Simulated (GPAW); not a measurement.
Wanted: an ASE script for a GPAW 26.7.0 run.

| Quantity | Value |
| --- | --- |
| Task | relaxation of cell and atoms |
| Functional | PBEsol |
| Dispersion | D3(BJ) |
| Potentials or basis | PAW data sets generated in the run's folder for this functional |
| Cutoff | 600 eV |
| Basis | pw |
| k mesh | 7 × 7 × 7 |
| Occupations | fermi-dirac, width 0.05 eV |
| Spin | no spin polarisation |
| Maxiter | 150 |
| Optimizer | BFGS |
| Fmax | 0.02 eV/Å |
| Max steps | 60 |
| Convergence | density=1e-05 forces=0.0001 |

The system is AlCu3.

```
Cu Al
1.0
     3.63738    0.00000    0.00000
     0.00000    3.63738    0.00000
     0.00000    0.00000    3.63738
Cu Al
3 1
Direct
  0.00000 0.50000 0.50000
  0.50000 0.00000 0.50000
  0.50000 0.50000 0.00000
  0.00000 0.00000 0.00000
```

The cell comes from a database or a generator and needn't be the stable form of this composition.

One way to write it, as run:

run.py

```python
from ase import Atoms
from ase.calculators.mixing import SumCalculator
from ase.filters import FrechetCellFilter
from ase.io import write
from ase.optimize import BFGS
from dftd3.ase import DFTD3
from gpaw import GPAW, PW, setup_paths

setup_paths.insert(0, '.')

atoms = Atoms(['Cu', 'Cu', 'Cu', 'Al'],
              cell=[[3.63737667, 0.0, 0.0],
                    [0.0, 3.63737667, 0.0],
                    [0.0, 0.0, 3.63737667]],
              scaled_positions=[[0.0, 0.5, 0.5],
                                [0.5, 0.0, 0.5],
                                [0.5, 0.5, 0.0],
                                [0.0, 0.0, 0.0]],
              pbc=True)

calc = GPAW(mode=PW(600),
            xc='PBEsol',
            kpts={'size': (7, 7, 7), 'gamma': True},
            occupations={'name': 'fermi-dirac', 'width': 0.05},
            nbands=35,
            convergence={'density': 1e-05, 'forces': 0.0001},
            maxiter=150,
            txt='gpaw.txt')
atoms.calc = SumCalculator([calc, DFTD3(method='pbesol', damping='d3bj')])
opt = BFGS(FrechetCellFilter(atoms), trajectory='relax.traj', logfile='-')
done = opt.run(fmax=0.02, steps=60)
calc.write('gs.gpw')
write('result.traj', atoms)
print('Converged:', done)
print('Cell:', atoms.cell.cellpar().round(4))
print('Volume:', round(atoms.get_volume(), 4))
print(atoms.get_scaled_positions().round(5))
```

Potentials or basis: PAW data sets generated in the run's folder for this functional, pw.

Launch:

```sh
$ gpaw-setup -f PBEsol Al Cu
$ OMP_NUM_THREADS=1 python run.py
```

Results of the run:

The relaxed volume is 11.56 Å³/atom, the relaxed cell is a = 3.590 Å, b = 3.590 Å, c = 3.590 Å, α = 90.00°, β = 90.00°, γ = 90.00° and the space group after relaxing (to 0.05 Å) is Pm-3m (No. 221). The energy gained by relaxing is 8.1 meV/atom. The ionic steps are 3, the pressure after relaxing is 0.3 GPa and the band gap on the k mesh is none (metal or under the smearing width). The dispersion energy per atom is -0.513 eV.

Caveat: with this Cu data set, volumes or pressures lay over 1.5 % or 2 GPa off other programs in two to four cells of ten; later steps reuse the first step's grids; pairwise dispersion overbinds metals, which lowers pressure and volume.

Wall time 86 s on 1 thread of Arm Neoverse V1, with other jobs on the host, peak memory 0.2 GiB.
